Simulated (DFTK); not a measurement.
**Ta under changes of volume**

One of the cells (18.010 Å³/atom); the others are scaled copies at fixed shape and fractional positions:

```
Ta
1.0
    -1.65128    1.65128    1.65128
     1.65128   -1.65128    1.65128
     1.65128    1.65128   -1.65128
Ta
1
Direct
  0.00000 0.00000 0.00000
```

| Property | Result |
| --- | --- |
| Program | DFTK 0.8.2 |
| Functional | PBEsol |
| Potentials or basis | dojo.nc.sr.pbesol.v0_4_1.standard.upf (PBEsol) |
| Cutoff | 952 eV |
| k mesh | 11 × 11 × 11 |
| Occupations | fermi-dirac, width 0.05 eV |
| Spin | no spin polarisation |

```csv
volume (Å³/atom),energy over the lowest point (meV/atom),pressure (GPa)
16.930,?,?
17.290,4.37,4.4
17.650,0.00,-0.2
18.010,5.49,-4.2
18.371,19.70,-7.9
18.731,41.65,-11.2
19.091,70.51,-14.1
```

**Question.** What does the run at 16.930 Å³/atom give?

**Answer.** Energy over the lowest point 19.83 meV/atom; pressure 9.5 GPa.

Worked out: A Birch-Murnaghan fit of order 3 (a polynomial in V^(-2/3)) to the other rows has its minimum at 17.62 Å³/atom with B0 = V·E''(V) = 215 GPa and B' = 4.7. It gives 19.75 meV/atom at 16.930 Å³/atom, against the run's 19.83, and -dE/dV = 9.5 GPa, against 9.5.

Energies are extrapolated to zero smearing.
